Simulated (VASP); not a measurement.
The system is TiSe2.

```
CELL_PARAMETERS angstrom
3.53600 0.00000 0.00000
-1.76800 3.06227 0.00000
0.00000 0.00000 6.00400
ATOMIC_POSITIONS crystal
Ti 0.00000 0.00000 0.00000
Se 0.33333 0.66667 0.25520
Se 0.66667 0.33333 0.74480
```

* Program: VASP 6.6.1
* Task: relaxation of cell and atoms
* Functional: PBEsol
* Potentials or basis: VASP PAW PBE potentials, release 64 (Ti_sv, Se)
* Cutoff: 600 eV
* k mesh: 12 × 12 × 6
* Occupations: methfessel-paxton, width 0.1 eV
* Spin: no spin polarisation

At the start: pressure -2.1 GPa; volume 21.67 Å³/atom.

Problem. How do energy, volume and symmetry change on relaxing?

Solution. Over 12 steps the energy falls by 6.1 meV/atom and the volume is 20.68 Å³/atom (-4.6 %); space group P-3m1 (No. 164, to 0.05 Å).

The path:
```csv
step,energy change (eV),largest force (eV/Å),pressure (GPa),volume (Å³)
1,0.0000,0.0809,-2.13,65.01
2,-0.0066,0.3656,1.67,62.34
3,-0.0122,0.1803,0.08,63.39
4,-0.0157,0.1048,-0.01,63.14
5,-0.0168,0.0327,-0.08,62.90
6,-0.0171,0.0356,-0.02,62.77
7,-0.0178,0.0430,0.16,62.38
8,-0.0176,0.0558,0.59,61.59
9,-0.0180,0.0496,0.36,62.05
10,-0.0181,0.0379,0.28,62.05
11,-0.0183,0.0027,0.08,62.04
12,-0.0184,0.0052,0.03,62.03
```

Final structure:
```cif
data_structure
_symmetry_space_group_name_H-M 'P 1'
_symmetry_Int_Tables_number 1
_cell_length_a 3.4741
_cell_length_b 3.4741
_cell_length_c 5.9347
_cell_angle_alpha 90.000
_cell_angle_beta 90.000
_cell_angle_gamma 120.000
_cell_volume 62.03
loop_
_atom_site_label
_atom_site_type_symbol
_atom_site_fract_x
_atom_site_fract_y
_atom_site_fract_z
_atom_site_occupancy
Ti1 Ti 0.00000 0.00000 0.00000 1
Se1 Se 0.33333 0.66667 0.26096 1
Se2 Se 0.66667 0.33333 0.73904 1
```

Caveat: the PAW data sets were made with another functional, which shifts forces and pressure a little; this functional lacks dispersion, which binds the layers, so the pressure and a relaxed spacing across them are unreliable.
